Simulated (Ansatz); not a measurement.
**ZrC: band structure with r2SCANh**

ZrC:

```
Zr C
1.0
     0.00000    2.54552    2.54552
     2.54552    0.00000    2.54552
     2.54552    2.54552    0.00000
Zr C
1 1
Direct
  0.50000 0.50000 0.50000
  0.75000 0.75000 0.75000
```

The cell was built by a generator and needn't be a form met in nature.

| Quantity | Value |
| --- | --- |
| Program | Ansatz 0.2.0 |
| Task | band structure |
| Functional | r2SCANh |
| Potentials or basis | Ansatz PAW |
| Cutoff | 500 eV (not typed: the program's choice for these potentials) |
| k mesh | 5 × 5 × 5 |
| Occupations | fermi-dirac, width 0.05 eV |
| Spin | no spin polarisation |
| Path | [["G", "X", "W", "K", "G", "L", "U", "W", "L", "K"], ["U", "X"]] |
| Points for each segment of the path | 4 |

```yaml
Pressure: -0.4 GPa
Band_gap_along_the_path: 1.04 eV, direct
```

Levels at the corners of the path, in eV from the valence-band top:
```tsv
point	band 4	band 5	band 6	band 7	band 8	band 9	band 10	band 11	band 12	band 13
Γ	-27.51	-10.93	-2.53	-2.53	-2.53	4.03	4.03	4.28	9.61	9.61
X	-27.68	-9.20	-3.89	-0.05	-0.05	1.35	5.56	5.70	6.09	6.09
W	-27.68	-9.17	-2.82	-1.38	0.00	1.04	3.85	5.67	6.76	8.60
K	-27.65	-9.21	-3.18	-0.63	-0.62	1.27	4.39	5.18	7.57	7.65
Γ	-27.51	-10.93	-2.53	-2.53	-2.53	4.03	4.03	4.28	9.61	9.61
L	-27.58	-9.63	-2.51	-1.85	-1.85	4.62	4.74	4.74	7.63	7.63
U	-27.65	-9.21	-3.18	-0.63	-0.62	1.27	4.39	5.18	7.57	7.65
W	-27.68	-9.17	-2.82	-1.38	0.00	1.04	3.85	5.67	6.76	8.60
L	-27.58	-9.63	-2.51	-1.85	-1.85	4.62	4.74	4.74	7.63	7.63
K	-27.65	-9.21	-3.18	-0.63	-0.62	1.27	4.39	5.18	7.57	7.65
U	-27.65	-9.21	-3.18	-0.63	-0.62	1.27	4.39	5.18	7.57	7.65
X	-27.68	-9.20	-3.89	-0.05	-0.05	1.35	5.56	5.70	6.09	6.09
```

Run time: 2.5 min on 2 threads of Arm Neoverse V1, with other jobs on the host, peak memory 0.91 GiB.

Caveat: the k mesh is coarse (spacing up to 0.43 Å⁻¹), so the values aren't converged, least of all with exact exchange; the PAW data sets come from PBE, with cores solved anew for the run's functional, which leaves a small shift of forces and pressure; the thresholds are loose for stress.
